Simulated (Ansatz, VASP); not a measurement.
# One calculation of MoS2, two programs

```
CELL_PARAMETERS angstrom
3.18402 0.00000 0.00000
-1.59201 2.75744 0.00000
0.00000 0.00000 28.38732
ATOMIC_POSITIONS crystal
Mo 0.33333 0.66667 0.22816
Mo 0.33333 0.66667 0.77184
Mo 0.66667 0.33333 0.00000
S 0.66667 0.33333 0.17349
S 0.66667 0.33333 0.71719
S 0.33333 0.66667 0.94533
S 0.66667 0.33333 0.28281
S 0.66667 0.33333 0.82651
S 0.33333 0.66667 0.05467
```

Alike in both runs: task single point; functional PBEsol; k mesh 10 × 10 × 1; occupations fermi-dirac, width 0.05 eV; no spin polarisation.

|  | VASP | Ansatz |
| --- | --- | --- |
| version | VASP 6.6.1 | Ansatz 0.2.0 |
| potentials or method | VASP PAW PBE potentials, release 64 (Mo_sv, S) | Ansatz PAW |
| plane-wave cutoff (eV) | 520 | 420 |
| valence electrons in the cell | 78 | 78 |

|  | VASP | Ansatz | Ansatz less VASP |
| --- | --- | --- | --- |
| gap on the k mesh at the Fermi level (eV) | 1.31 | 1.29 | -0.015 |
| least direct gap on the mesh (eV) | 1.89 | 1.88 | -0.004 |
| rms of the force components (eV/Å) | 0.062 | 0.063 | +0.0009 |

Atom by atom the forces differ by 0.001 eV/Å (rms over components).

Caveats: the PAW data sets were made with another functional, which shifts forces and pressure a little (VASP); the PAW data sets come from PBE, with cores solved anew for the run's functional, which leaves a small shift of forces and pressure (Ansatz). PBEsol gaps usually lie below the measured ones, often by a third to a half.
